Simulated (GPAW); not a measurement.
## WS2 in GPAW: convergence with response cutoff (eV)

Slab: WS2, a slab with vacuum.

```
CELL_PARAMETERS angstrom
3.18352 0.00000 0.00000
-1.59176 2.75701 0.00000
0.00000 0.00000 16.95058
ATOMIC_POSITIONS crystal
W 0.00000 0.00000 0.00000
S 0.33333 0.66667 0.09200
S 0.33333 0.66667 0.90800
```

```yaml
Program: GPAW 26.7.0
Task: dielectric tensor
Functional: LDA
Potentials_or_basis: the program's PAW data sets (release 1.2.1) made for this functional
Cutoff: 400 eV
Basis: pw
k_mesh: 8 × 8 × 2
Occupations: fermi-dirac, width 0.001 eV
Spin: no spin polarisation
Response_ecut: 10 eV
Maxiter: 150
Response_k_mesh: 12 × 12 × 2
Response_bands: 49
Kernels: "[\"RPA\"]"
Coarser_k_mesh: 12 × 12 × 2
```

These are the settings of the first run; the series varies response cutoff (eV), with any setting tied to it.

Hardware: 1 thread of INTEL(R) XEON(R) PLATINUM 8581C CPU @ 2.30GHz (Emerald Rapids), with other jobs on the host.

```tsv
response cutoff (eV)	dielectric constant	SCF cycles	CPU time (s)	peak memory (GiB)
10	4.131	12	78	0.45
20	4.092	12	81	0.45
30	3.967	12	80	0.45
50	3.938	12	78	0.45
80	3.901	12	79	0.46
120	3.830	12	80	0.47
160	3.810	12	82	0.51
```

Against the tightest run, the dielectric constant stays within 0.05 from 120 on. The tightest run that finished is the yardstick and may itself not be fully converged.

Caveat, for the tightest run too: the long-wavelength limit can be off by several per cent where d states take part.
